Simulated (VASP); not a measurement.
# Sb (P2_1/m) in VASP: notebook, part 2 of 2

VASP 6.6.1. The steps go on from the part before.

### Step 4. Relaxation of cell and atoms, RPBE

File INCAR:

```
  PREC = Accurate
  ENCUT = 600
  EDIFF = 1E-7
  ISMEAR = 0
  SIGMA = 0.1
  LREAL = F
  LASPH = T
  NELM = 100
  ALGO = Normal
  ISIF = 3
  LWAVE = F
  LCHARG = F
  GGA = RP
  IBRION = 2
  NSW = 90
  EDIFFG = -0.005
```

File KPOINTS:

```
Automatic mesh
0
Gamma
  14 10 10
```

File POSCAR:

```
Sb
1.0
    3.1224020000      0.0000000000      0.0000000000
    0.0000000000      4.3475180000      0.0000000000
   -0.0389150000      0.0000000000      4.4058520000
Sb
2
Direct
    0.9886110000      0.7500000000      0.7588340000
    0.0113890000      0.2500000000      0.2411660000
```

Potentials or basis: VASP PAW PBE potentials, release 64 (Sb).

Started as:

```bash
$ cat potpaw_PBE.64/Sb/POTCAR > POTCAR
$ mpirun -np 1 vasp_std > vasp.out
```

OUTCAR:

```text
PREC = Accurate
   ENCUT = 600
   EDIFF = 1E-7
   ISMEAR = 0
   LREAL = F
   LASPH = T
   NELM = 100
   ISIF = 3
   GGA = RP
   IBRION = 2
   NSW = 90
   EDIFFG = -0.005

 ion  position               nearest neighbor table
   1  0.989  0.750  0.759-   2 3.04   2 3.04   2 3.15   2 3.15
   2  0.011  0.250  0.241-   1 3.04   1 3.04   1 3.15   1 3.15

  LATTYP: Found a simple monoclinic cell.
 ALAT       =     3.1224020000
 B/A-ratio  =     1.3923633152
 C/A-ratio  =     1.4111007668
 COS(beta)  =    -0.0088322263

  Lattice vectors:

 A1 = (   3.1224020000,   0.0000000000,   0.0000000000)
 A2 = (   0.0000000000,   4.3475180000,   0.0000000000)
 A3 = (  -0.0389150000,   0.0000000000,   4.4058520000)

Analysis of symmetry for initial positions (statically):
=====================================================================
 Subroutine PRICEL returns:
 Original cell was already a primitive cell.

 Routine SETGRP: Setting up the symmetry group for a
 simple monoclinic supercell.

 Subroutine GETGRP returns: Found  4 space group operations
 (whereof  2 operations were pure point group operations)
 out of a pool of  4 trial point group operations.

The static configuration has the point symmetry S_2 .
 The point group associated with its full space group is C_2h.

Analysis of symmetry for dynamics (positions and initial velocities):
[... 272 lines left out ...]

 number of electron      10.0000000 magnetization

------------------------ aborting loop because EDIFF is reached ----------------------------------------
[... 67 lines left out ...]
--------------------------------------- Ionic step       25  -------------------------------------------

 number of electron      10.0000000 magnetization

 Free energy of the ion-electron system (eV)
  ---------------------------------------------------
  ext. energy  EPLUGINS =         0.00000000
  ---------------------------------------------------
  free energy    TOTEN  =        -7.44569453 eV

  energy without entropy =       -7.44015458  energy(sigma->0) =       -7.44292455

 E-fermi :   6.8534     XC(G=0):  -9.4260

 val. band max:        6.8380889920   @ k =   0.0000   0.0000   0.4000
 cond. band min:       6.8639911969   @ k =  -0.4286   0.2000   0.1000
 fundamental gap:      0.0259022049
 Fermi energy:         6.8534024951

 k-point     1 :       0.0000    0.0000    0.0000
  band No.  band energies     occupation
      1      -5.2776      2.00000
      2      -0.5021      2.00000
      3       3.4591      2.00000
      4       3.4600      2.00000
      5       9.1820      0.00000
      6      10.0666      0.00000
      7      10.0759      0.00000
      8      10.0768      0.00000
      9      13.7165      0.00000
[... 265 lines left out ...]
 k-point    24 :       0.5000    0.2000   -0.0000
  band No.  band energies     occupation
      1      -2.6818      2.00000
      2       1.1600      2.00000
      3       1.7712      2.00000
      4       4.8042      2.00000
      5       5.6579      2.00000
      6       6.1583      2.00000
      7      10.5037      0.00000
      8      10.9322      0.00000
      9      11.4833      0.00000

 [... further k-points ...]
[... 5 lines left out ...]
  --------------------------------------------------------------------------------------
  -------------------------------------------------------------------------------------
  Total       -0.0011639     -0.0041296     -0.0050049      0.0000000      0.0000000      0.0026388
  in kB       -0.0303391     -0.1076461     -0.1304604      0.0000000      0.0000000      0.0687855
  external PRESSURE =      -0.0894819 kB  Pullay stress =       0.0000000 kB
[... 17 lines left out ...]
  FREE ENERGIE OF THE ION-ELECTRON SYSTEM (eV)
  ---------------------------------------------------
  free  energy   TOTEN  =        -7.4456945322 eV

  energy  without entropy=       -7.4401545773  energy(sigma->0) =       -7.44292455

 reached required accuracy - stopping structural energy minimisation
```

OSZICAR:

```text
N       E                     dE             d eps       ncg     rms          rms(c)
DAV:   1     0.396247081100E+02    0.39625E+02   -0.38912E+03  7776   0.978E+02
DAV:   2    -0.589126008411E+01   -0.45516E+02   -0.44385E+02 11243   0.126E+02
[... 166 lines left out ...]
  24 F= -.74456740E+01 E0= -.74429078E+01  d E =-.329960E-04
       N       E                     dE             d eps       ncg     rms          rms(c)
DAV:   1    -0.744569943893E+01   -0.25329E-04   -0.17415E-03  8833   0.269E-01    0.175E-02
DAV:   2    -0.744569817852E+01    0.12604E-05   -0.41249E-05  8735   0.491E-02    0.112E-02
DAV:   3    -0.744569447320E+01    0.37053E-05   -0.74339E-06  8620   0.167E-02    0.259E-03
DAV:   4    -0.744569453218E+01   -0.58978E-07   -0.12930E-07  6930   0.312E-03
  25 F= -.74456945E+01 E0= -.74429246E+01  d E =-.204895E-04
```

CONTCAR:

```text
Sb
   1.00000000000000
     3.1332002980921061    0.0000000000000000    0.0125401978489602
     0.0000000000000000    4.4289105005101703    0.0000000000000000
    -0.0211594609486911    0.0000000000000000    4.4292579671638999
  Sb
     2
Direct
     0.9994705527998982    0.7500000000000000    0.7496107317332296
     0.0005294472001019    0.2500000000000000    0.2503892682667703

  0.00000000E+00  0.00000000E+00  0.00000000E+00
  0.00000000E+00  0.00000000E+00  0.00000000E+00
```

Run time: 18 min. Hardware: 1 thread of AMD EPYC 9R45 (Zen 5), shared host; peak memory 0.4 GiB.

Results:

```
Free energy                            : -7.4457 eV
Relaxed volume                         : 30.73 Å³/atom
Relaxed cell                           : a = 3.133 Å, b = 4.429 Å, c = 4.429 Å, α = 90.00°, β = 90.04°, γ = 90.00°
Space group after relaxing (to 0.05 Å) : Pm-3m (No. 221)
Energy gained by relaxing              : 7.4 meV/atom
Ionic steps                            : 25
Pressure after relaxing                : 0.0 GPa
Largest force after relaxing           : 0.004 eV/Å
Band gap on the k mesh                 : none (metal or under the smearing width)
```

Forces in eV/Å, atoms in the order of the input:
```
Sb   0.002  0.000  0.004
Sb  -0.002  0.000 -0.004
```

The path:
```csv
step,energy change (eV),largest force (eV/Å),pressure (GPa),volume (Å³)
1,0.0000,0.1212,1.63,59.81
2,-0.0089,0.0546,-0.72,62.48
3,-0.0107,0.0698,-0.07,61.67
4,-0.0113,0.0684,-0.04,61.61
5,-0.0124,0.0591,0.08,61.42
6,-0.0125,0.0533,0.13,61.34
7,-0.0127,0.0501,0.13,61.34
8,-0.0134,0.0402,0.11,61.34
9,-0.0140,0.0211,0.09,61.34
10,-0.0141,0.0185,0.09,61.34
11,-0.0142,0.0186,0.04,61.40
12,-0.0144,0.0190,-0.09,61.56
13,-0.0145,0.0186,-0.05,61.51
14,-0.0146,0.0180,0.00,61.45
15,-0.0145,0.0170,0.11,61.32
16,-0.0146,0.0176,0.04,61.41
17,-0.0146,0.0167,0.01,61.45
18,-0.0146,0.0154,-0.04,61.50
19,-0.0146,0.0143,-0.04,61.50
20,-0.0147,0.0112,-0.03,61.49
21,-0.0148,0.0064,-0.02,61.48
22,-0.0148,0.0061,-0.01,61.47
23,-0.0148,0.0056,0.02,61.43
24,-0.0148,0.0055,0.03,61.42
25,-0.0148,0.0045,-0.01,61.46
```

Final structure:
```xyz
2
Lattice="3.1332 0.0000 0.0125 0.0000 4.4289 0.0000 -0.0212 0.0000 4.4293" Properties=species:S:1:pos:R:3 pbc="T T T"
Sb    3.1157    3.3217    3.3328
Sb   -0.0036    1.1072    1.1090
```

Levels at points of the mesh, in eV from the Fermi level:
```csv
k point,band 3,band 4,band 5,band 6,band 7,band 8
"(0.00, 0.00, 0.00)",-3.39,-3.39,2.33,3.21,3.22,3.22
"(0.50, 0.00, 0.00)",-4.64,-1.56,-1.55,-1.54,4.87,4.88
"(0.00, 0.50, 0.00)",-1.27,-1.27,-0.86,-0.86,4.81,4.81
"(0.50, 0.50, 0.00)",-3.78,-3.78,0.63,0.63,1.46,1.46
"(0.00, 0.00, 0.50)",-1.28,-1.26,-0.86,-0.85,4.80,4.82
"(0.50, 0.00, 0.50)",-3.79,-3.78,0.62,0.65,1.46,1.47
"(0.00, 0.50, 0.50)",-5.36,-5.36,5.13,5.13,5.14,5.14
"(0.50, 0.50, 0.50)",-3.40,-3.40,-3.38,-3.38,2.33,2.33
```

Caveat: the PAW data sets were made with another functional, which shifts forces and pressure a little. Spin-orbit coupling is left out, which matters for the levels of Sb.

### Step 5. Summary

```tsv
task	level	cell	cutoff (eV)	gap on the mesh (eV)	pressure (GPa)	relaxed volume (Å³/atom)
single point	PBEsol	as given	520	none	-2.2	-
relaxation of cell and atoms	PBEsol	relaxed	580	none	0.0	28.73
relaxation of cell and atoms	RPBE	relaxed	600	none	0.0	30.73
```

Alike in all rows: potentials or basis VASP PAW PBE potentials, release 64 (Sb); no spin polarisation; k mesh 14 × 10 × 10; smearing gaussian 0.1 eV.

Caveats: the PAW data sets were made with another functional, which shifts forces and pressure a little.

Absolute energies hang on the potentials; compare differences alone.
